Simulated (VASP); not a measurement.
# GaSb3 (Fm-3m) in VASP: single point with PBE

Aim: the single point of GaSb3 with PBE.

All numbers are computed with VASP 6.6.1; they aren't measurements. Logs are shortened: lines on timing, memory, paths and dates and some standing lists are left out, and cuts for length are marked.

## 1. Starting point

The structure is cubic, space group Fm-3m (No. 225). The conventional cell has a = 7.461 Å, b = 7.461 Å, c = 7.461 Å, α = 90.00°, β = 90.00°, γ = 90.00°. Sb (site symmetry m-3m) has 8 Sb at 3.23 Å as nearest neighbours. Around Sb (site symmetry -43m) lie 4 Sb at 3.23 Å and 4 Ga at 3.23 Å. Around Ga (site symmetry m-3m) lie 8 Sb at 3.23 Å.

The cell comes from a database or a generator and needn't be the stable form of this composition.

## 2. Single point, PBE

The input, INCAR:

```
SYSTEM = GaSb3
PREC     = Accurate       ! precision mode
ENCUT    = 450            ! plane-wave cutoff, eV
EDIFF    = 1E-6           ! SCF threshold, eV
ISMEAR   = 0              ! smearing method
SIGMA    = 0.02           ! smearing width, eV
LREAL    = .FALSE.        ! projectors in reciprocal space
LASPH    = .TRUE.         ! aspherical terms in the spheres
NELM     = 100            ! most SCF steps
ALGO     = Fast           ! electronic algorithm
ISIF     = 2              ! what is computed and relaxed
LWAVE    = .FALSE.        ! write WAVECAR
LCHARG   = .FALSE.        ! write CHGCAR
GGA      = PE             ! functional
```

The input, KPOINTS:

```
regular mesh
0
G
  3 3 3
  0 0 0
```

The input, POSCAR:

```
GaSb3
1.0
    0.0000000000      3.7305950000      3.7305950000
    3.7305950000      0.0000000000      3.7305950000
    3.7305950000      3.7305950000      0.0000000000
Sb Ga
3 1
Direct
    0.5000000000      0.5000000000      0.5000000000
    0.7500000000      0.7500000000      0.7500000000
    0.2500000000      0.2500000000      0.2500000000
    0.0000000000      0.0000000000      0.0000000000
```

Potentials or basis: VASP PAW PBE potentials, release 64 (Sb_d_GW, Ga_d_GW).

The run is started by

```console
$ cat potpaw_PBE.64/Sb_d_GW/POTCAR potpaw_PBE.64/Ga_d_GW/POTCAR > POTCAR
$ mpirun -np 1 vasp_std > vasp.out
```

OUTCAR:

```text
SYSTEM = GaSb3
   PREC = Accurate
   ENCUT = 450
   EDIFF = 1E-6
   ISMEAR = 0
   LREAL = .FALSE.
   LASPH = .TRUE.
   NELM = 100
   ISIF = 2
   GGA = PE

 ion  position               nearest neighbor table
   1  0.500  0.500  0.500-   3 3.23   3 3.23   3 3.23   2 3.23   3 3.23   2 3.23   2 3.23   2 3.23

   2  0.750  0.750  0.750-   1 3.23   1 3.23   1 3.23   1 3.23
   3  0.250  0.250  0.250-   1 3.23   1 3.23   1 3.23   1 3.23
   4  0.000  0.000  0.000-

  LATTYP: Found a face centered cubic cell.
 ALAT       =     7.4611900000

  Lattice vectors:

 A1 = (   0.0000000000,   3.7305950000,   3.7305950000)
 A2 = (   3.7305950000,   0.0000000000,   3.7305950000)
 A3 = (   3.7305950000,   3.7305950000,   0.0000000000)

Analysis of symmetry for initial positions (statically):
=====================================================================
 Subroutine PRICEL returns:
 Original cell was already a primitive cell.

 Routine SETGRP: Setting up the symmetry group for a
 face centered cubic supercell.

 Subroutine GETGRP returns: Found 48 space group operations
 (whereof 48 operations were pure point group operations)
 out of a pool of 48 trial point group operations.

The static configuration has the point symmetry O_h .

Analysis of symmetry for dynamics (positions and initial velocities):
=====================================================================
 Subroutine PRICEL returns:
 Original cell was already a primitive cell.

 Routine SETGRP: Setting up the symmetry group for a
 face centered cubic supercell.

 Subroutine GETGRP returns: Found 48 space group operations
 (whereof 48 operations were pure point group operations)
 out of a pool of 48 trial point group operations.

The dynamic configuration has the point symmetry O_h .

 Subroutine INISYM returns: Found 48 space group operations
 (whereof 48 operations are pure point group operations),
 and found     1 'primitive' translations

----------------------------------------------------------------------------------------

                                     Primitive cell

  volume of cell :     103.8399

[... 66 lines left out ...]
   LNONCOLLINEAR =      F non collinear calculations
   LSORBIT =      F    spin-orbit coupling
   LASPH  =      T    aspherical Exc in radial PAW
   ENCUT  =  450.0 eV  33.07 Ry    5.75 a.u.   9.13  9.13  9.13*2*pi/ulx,y,z
   NELM   =    100;   NELMIN=  2; NELMDL= -5     # of ELM steps
   EDIFF  = 0.1E-05   stopping-criterion for ELM
   LREAL  =      F    real-space projection
   EDIFFG = 0.1E-04   stopping-criterion for IOM
   NSW    =      0    number of steps for IOM
   IBRION =     -1    ionic relax: 0-MD 1-quasi-New 2-CG
   NFREE  =      0    steps in history (QN), initial steepest desc. (CG)
   ISIF   =      2    stress and relaxation
   ISYM   =      2    0-nonsym 1-usesym 2-fastsym
   POTIM  = 0.5000    time-step for ionic-motion
   TEBEG  =    0.0;   TEEND  =   0.0 temperature during run
   PSTRESS=    0.0 pullay stress
   NELECT =      58.0000    total number of electrons
   NUPDOWN=      -1.0000    fix difference up-down
   EMIN   =  10.00;   EMAX   =-10.00  energy-range for DOS
   EFERMI =   0.00;   METHOD = LEGACY
   ISMEAR =     0;   SIGMA  =   0.02  broadening in eV -4-tet -1-fermi 0-gaus
   EFERMI_NEDOS =   21; number of points for ismear=-14 and -15
   IALGO  =     68    algorithm
   IMIX   =      4    mixing-type and parameters
     AMIX     =   0.40;   BMIX     =  1.00
     AMIX_MAG =   1.60;   BMIX_MAG =  1.00
  volume/ion in A,a.u.               =      25.96       175.19
  Fermi-wavevector in a.u.,A,eV,Ry     =   1.348226  2.547778 24.731495  1.817714
  Thomas-Fermi vector in A             =   2.475912
   LORBIT       =      0    0 simple, 1 ext, 2 COOP (PROOUT), +10 PAW based schemes
   GGA     = PE    functional components
   LHFCALC =     F    Hartree Fock is set to
   AEXX    =    0.0000 exact exchange contribution
   IVDW    =     0    specifies the selected vdW correction
   LEPSILON=     F    determine dielectric tensor
   LRPA    =     F    only Hartree local field effects (RPA)
 non-spin polarized calculation
 RMM-DIIS sequential band-by-band and
 Gauss-broadening in eV      SIGMA  =   0.02
  energy-cutoff  :      450.00
  volume of cell :      103.84
 maximum number of plane-waves:      2259
 NGX is ok and might be reduce to    40
   NGX = 19   NGY = 19   NGZ = 19

 number of electron      58.0000047 magnetization

 Free energy of the ion-electron system (eV)
  ---------------------------------------------------
  ext. energy  EPLUGINS =         0.00000000
  ---------------------------------------------------
  free energy    TOTEN  =       -14.52195619 eV

  energy without entropy =      -14.51738546  energy(sigma->0) =      -14.51967083

 E-fermi :   5.6867     XC(G=0): -10.5349

 val. band max:        5.6805819268   @ k =   0.3333   0.3333   0.0000
 cond. band min:       6.2261529035   @ k =  -0.3333   0.3333   0.0000
 fundamental gap:      0.5455709767
 Fermi energy:         5.6866724953

 k-point     1 :       0.0000    0.0000    0.0000
  band No.  band energies     occupation
      1     -23.5705      2.00000
      2     -23.5705      2.00000
      3     -23.5705      2.00000
      4     -23.5667      2.00000
      5     -23.5667      2.00000
      6     -23.2951      2.00000
[... 137 lines left out ...]
     33       8.9369      0.00000
     34      10.9531      0.00000

------------------------ aborting loop because EDIFF is reached ----------------------------------------

  FORCE on cell =-STRESS in cart. coord.  units (eV):
  Direction    XX          YY          ZZ          XY          YZ          ZX
  --------------------------------------------------------------------------------------
  -------------------------------------------------------------------------------------
  Total        1.0005274      1.0005274      1.0005274     -0.0000000      0.0000000      0.0000000
  in kB       15.4374391     15.4374391     15.4374391     -0.0000000      0.0000000      0.0000000
  external PRESSURE =      15.4374391 kB  Pullay stress =       0.0000000 kB

 VOLUME and BASIS-vectors are now :
 -----------------------------------------------------------------------------
  energy-cutoff  :      450.00
  volume of cell :      103.84
      direct lattice vectors                 reciprocal lattice vectors
     0.000000000  3.730595000  3.730595000    -0.134026878  0.134026878  0.134026878
     3.730595000  0.000000000  3.730595000     0.134026878 -0.134026878  0.134026878
     3.730595000  3.730595000  0.000000000     0.134026878  0.134026878 -0.134026878

 POSITION                                       TOTAL-FORCE (eV/Angst)
 -----------------------------------------------------------------------------------
      3.73060      3.73060      3.73060        -0.000000      0.000000      0.000000
      5.59589      5.59589      5.59589        -0.000000     -0.000000     -0.000000
      1.86530      1.86530      1.86530         0.000000      0.000000      0.000000
      0.00000      0.00000      0.00000        -0.000000      0.000000      0.000000
 -----------------------------------------------------------------------------------
    total drift:                               -0.000000     -0.000000      0.000000

  FREE ENERGIE OF THE ION-ELECTRON SYSTEM (eV)
  ---------------------------------------------------
  free  energy   TOTEN  =       -14.5219561948 eV

  energy  without entropy=      -14.5173854594  energy(sigma->0) =      -14.51967083
```

OSZICAR:

```text
N       E                     dE             d eps       ncg     rms          rms(c)
DAV:   1     0.594545163252E+03    0.59455E+03   -0.19600E+04   392   0.157E+04
DAV:   2     0.141170769002E+03   -0.45337E+03   -0.44792E+03   484   0.199E+03
DAV:   3     0.487170450061E+01   -0.13630E+03   -0.13538E+03   502   0.418E+02
[... 13 lines left out ...]
RMM:  57    -0.145219551129E+02   -0.47781E-06   -0.12502E-05   352   0.144E-01    0.139E-03
RMM:  58    -0.145219555446E+02   -0.43170E-06   -0.10953E-05   333   0.129E-01    0.174E-03
RMM:  59    -0.145219557795E+02   -0.23488E-06   -0.10136E-05   348   0.145E-01    0.131E-03
RMM:  60    -0.145219560609E+02   -0.28139E-06   -0.11343E-05   354   0.158E-01    0.144E-03
RMM:  61    -0.145219561948E+02   -0.13393E-06   -0.87209E-06   337   0.134E-01
   1 F= -.14521956E+02 E0= -.14519671E+02  d E =-.457074E-02
```

Run time: 68 s. Hardware: 1 thread of Intel Xeon 6975P-C (Granite Rapids), shared host; peak memory 0.24 GiB.

Results:

```yaml
Free_energy: -14.5220 eV
Band_gap_on_the_k_mesh: none (metal or under the smearing width)
```

Levels at points of the mesh, in eV from the Fermi level:
| k point | band 25 | band 26 | band 27 | band 28 | band 29 | band 30 | band 31 | band 32 | band 33 | band 34 |
| --- | --- | --- | --- | --- | --- | --- | --- | --- | --- | --- |
| (0.00, 0.00, 0.00) | -2.45 | -2.45 | -2.45 | -2.31 | -2.31 | -2.31 | -0.61 | -0.61 | -0.61 | 3.57 |

Caveat: the k mesh is coarse (spacing up to 0.49 Å⁻¹), so the values aren't converged; the cutoff is under 1.25 times the usual one of these potentials, so pressure, stress and relaxed cells hold a basis-set (Pulay) error. Spin-orbit coupling is left out, which matters for the levels of Sb.
